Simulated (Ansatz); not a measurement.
Runs of Ansatz 0.2.0 on AlN. Symmetry: P6_3mc, No. 186, hexagonal system. The conventional cell has a = 3.113 Å, b = 3.113 Å, c = 4.981 Å, α = 90.00°, β = 90.00°, γ = 120.00°. Al (site symmetry 3m) is surrounded by 4 N at 1.89 Å. N (site symmetry 3m) is surrounded by 4 Al at 1.89 Å. 

```tsv
task	level	potentials or basis	cell	k mesh	cutoff (eV)	points for each segment of the path	mesh quality	gap on the mesh (eV)	pressure (GPa)	relaxed volume (Å³/atom)	largest force (eV/Å)
single point	PBE	Ansatz PAW	as given	10 × 10 × 6	500	-	not flagged	4.21	3.7	-	0.13
relaxation of cell and atoms	PBEsol	Ansatz PAW	relaxed	10 × 10 × 6	420	-	not flagged	(b)	0.0	(c)	-
relaxation of cell and atoms	HF	Ansatz PAW	relaxed	5 × 5 × 3	420	-	coarse	13.64	0.0	(d)	-
band structure	rPW86-PBE	Ansatz PAW	as given	10 × 10 × 6	420	14	not flagged	(a)	6.5	-	0.12
band structure	PBE	PseudoDojo standard (PBE files)	as given	10 × 10 × 6	1143	14	not flagged	4.22	3.4	-	0.13
```

Alike in all rows: no spin polarisation; smearing fermi-dirac 0.05 eV.

**Question.** Estimate the missing entries.

**Answer.** (a) 4.38; (b) 4.09; (c) 10.46; (d) 10.34.

Caveats: some runs use coarse meshes; the PAW data sets come from PBE, with cores solved anew for the run's functional, which leaves a small shift of forces and pressure (some runs); the plane-wave basis is chosen anew once the cell has moved, so the energies of steps on either side of that aren't comparable (some runs); odd divisions of the mesh miss points on the zone boundary, where band edges often lie, so the gap on the mesh can be too wide (some runs).

A k mesh can miss the band edges.
